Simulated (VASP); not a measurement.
# AlN: relaxed cell and band gap, by functional

AlN, F-43m (no. 216), 2 atoms in the cell.

| Functional | Volume (Å³/atom) | Change from the starting volume (fraction) | Gap, path and mesh (eV) | Time (s) |
|---|---|---|---|---|
| LDA | 10.26 | -0.015 | 3.23 | 18 |
| LDA (PW92) | 10.25 | -0.016 | 3.24 | 18 |
| LDA (VWN5) | 10.24 | -0.017 | 3.24 | 20 |
| LDA (Hedin-Lundqvist) | 10.27 | -0.014 | 3.22 | 21 |
| LDA (Wigner) | 10.54 | 0.012 | 3.11 | 20 |
| Slater exchange only | 10.78 | 0.034 | 3.04 | 19 |
| PBE exchange only | 11.49 | 0.103 | 3.59 | 34 |
| PBE | 10.65 | 0.022 | 3.31 | 23 |
| PBEsol | 10.48 | 0.006 | 3.18 | 22 |
| RPBE | 10.83 | 0.040 | 3.34 | 32 |
| revPBE | 10.79 | 0.035 | 3.33 | 35 |
| AM05 | 10.48 | 0.006 | 3.19 | 41 |
| PW91 | 10.64 | 0.021 | 3.34 | 34 |
| BLYP | 10.84 | 0.040 | 3.65 | 76 |
| optPBE exchange with PBE correlation | 10.64 | 0.021 | 3.21 | 33 |
| optB88 exchange with PBE correlation | 10.54 | 0.012 | 3.22 | 35 |
| PW86R exchange with PBE correlation | 10.84 | 0.040 | 3.54 | 32 |
| CX exchange with PBE correlation | 10.50 | 0.008 | 3.01 | 36 |

## Input of the first row

INCAR.step1:
```
SYSTEM = AlN
PREC = Accurate ; ENCUT = 600
EDIFF = 1E-7 ; ISMEAR = 0
SIGMA = 0.02 ; LREAL = .False.
LASPH = .True. ; GGA_COMPAT = .False.
ALGO = Normal ; NELM = 150
ISIF = 3 ; LWAVE = .False.
LCHARG = .False. ; GGA = CA
IBRION = 2 ; EDIFFG = -0.005
NSW = 60
```

INCAR.step2, as INCAR.step1 but for:
```
- NSW = 60
+ NSW = 40
```

INCAR.step3, as INCAR.step2 but for:
```
- ISIF = 3
- IBRION = 2
- EDIFFG = -0.005
- NSW = 40
+ ISIF = 2
+ NBANDS = 11
```

KPOINTS:
```
k-points
0
Gamma
  8 8 8
```

KPOINTS_OPT:
```
path GXWKGLUWLK,UX
8
line-mode
reciprocal
 0.0000000000  0.0000000000  0.0000000000  G
 0.5000000000  0.0000000000  0.5000000000  X

 0.5000000000  0.0000000000  0.5000000000  X
 0.5000000000  0.2500000000  0.7500000000  W

 0.5000000000  0.2500000000  0.7500000000  W
 0.3750000000  0.3750000000  0.7500000000  K

 0.3750000000  0.3750000000  0.7500000000  K
 0.0000000000  0.0000000000  0.0000000000  G

 0.0000000000  0.0000000000  0.0000000000  G
 0.5000000000  0.5000000000  0.5000000000  L

 0.5000000000  0.5000000000  0.5000000000  L
 0.6250000000  0.2500000000  0.6250000000  U

 0.6250000000  0.2500000000  0.6250000000  U
 0.5000000000  0.2500000000  0.7500000000  W

 0.5000000000  0.2500000000  0.7500000000  W
 0.5000000000  0.5000000000  0.5000000000  L

 0.5000000000  0.5000000000  0.5000000000  L
 0.3750000000  0.3750000000  0.7500000000  K

 0.6250000000  0.2500000000  0.6250000000  U
 0.5000000000  0.0000000000  0.5000000000  X
```

POSCAR.step1:
```
AlN
1.0
    0.0000000000      2.1839935596      2.1839935596
    2.1839935596      0.0000000000      2.1839935596
    2.1839935596      2.1839935596      0.0000000000
Al N
1 1
Direct
    0.0000000000      0.0000000000      0.0000000000
    0.2500000000      0.2500000000      0.2500000000
```

Commands (each step's output is kept before the next begins):
```
cat potpaw_LDA.64/Al/POTCAR potpaw_LDA.64/N/POTCAR > POTCAR
cp INCAR.step1 INCAR
cp POSCAR.step1 POSCAR
mpirun -np 1 vasp_std > vasp.out
cp CONTCAR POSCAR
rm WAVECAR CHG
cp INCAR.step2 INCAR
mpirun -np 1 vasp_std > vasp.out
cp CONTCAR POSCAR
rm WAVECAR CHG
cp INCAR.step3 INCAR
mpirun -np 1 vasp_std > vasp.out
```

Changes of the last row against the first:
```
(all steps)
- GGA = CA
+ GGA = CX
- cat potpaw_LDA.64/Al/POTCAR potpaw_LDA.64/N/POTCAR > POTCAR
+ cat potpaw_PBE.64/Al/POTCAR potpaw_PBE.64/N/POTCAR > POTCAR
```

VASP 6.6.1 took 18 s on 1 core (Intel Xeon 6975P-C (Granite Rapids)), a shared host.
